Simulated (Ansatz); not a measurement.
Write the native input for Ansatz 0.2.0 that does the following.

```yaml
Task: band structure
Functional: LDA
Potentials_or_basis: Ansatz PAW
Cutoff: "420 eV (not typed: the program's choice for these potentials)"
k_mesh: 7 × 7 × 7
Occupations: fermi-dirac, width 0.05 eV
Spin: spin-orbit coupling, no magnetisation
Path: "[[\"G\", \"X\", \"W\", \"K\", \"G\", \"L\", \"U\", \"W\", \"L\", \"K\"], [\"U\", \"X\"]]"
Points_for_each_segment_of_the_path: 14
```

Crystal: CdO (Monteponite).

```
Cd O
1.0
     0.00000    2.34950    2.34950
     2.34950    0.00000    2.34950
     2.34950    2.34950    0.00000
Cd O
1 1
Cartesian
  0.0000 0.0000 0.0000
  2.3495 2.3495 2.3495
```

The input as run:

input.yaml

```yaml
crystal:
  lattice:
    - [0.0, 2.3495, 2.3495]
    - [2.3495, 0.0, 2.3495]
    - [2.3495, 2.3495, 0.0]
  atoms:
    - { symbol: Cd, position: [0.0, 0.0, 0.0] }
    - { symbol: O, position: [0.5, 0.5, 0.5] }
hamiltonian:
  xc: lda
  pseudopotentials: { kind: paw_fr }
magnetization:
  noncollinear: true
  spin_orbit: true
kpoints:
  mp_grid: { grid: [7, 7, 7] }
  band_path:
    path:
      - [[0.0, 0.0, 0.0], [0.5, 0.0, 0.5], [0.5, 0.25, 0.75], [0.375, 0.375, 0.75], [0.0, 0.0, 0.0], [0.5, 0.5, 0.5], [0.625, 0.25, 0.625], [0.5, 0.25, 0.75], [0.5, 0.5, 0.5], [0.375, 0.375, 0.75]]
      - [[0.625, 0.25, 0.625], [0.5, 0.0, 0.5]]
    npoints: 14
scf:
  occupations: { method: fermi_dirac, width: 0.05 }
  n_extra_bands: 6
output:
  forces: true
  stress: true
  eigenvalues: true
  fatbands: false
```

Potentials or basis: Ansatz PAW.

Run with:

```bash
$ ansatz run input.yaml --threads 2 --pin off --max-ram 5632MiB --backend cpu --events-out ev --progress --plain --runs-dir out
```

It gave:

The pressure is -6.2 GPa and the band gap on the k mesh is none (metal or under the smearing width).

Caveat: the pressure holds a Pulay correction of +0.7 GPa for the finite cutoff; the PAW data sets come from PBE, with cores solved anew for the run's functional, which leaves a small shift of forces and pressure; this crystal is a semiconductor, whose small gap the functional closes, so the metal is an error of the method.

It took 7 s on 2 threads of Arm Neoverse V1, on a shared host, peak memory 0.37 GiB.
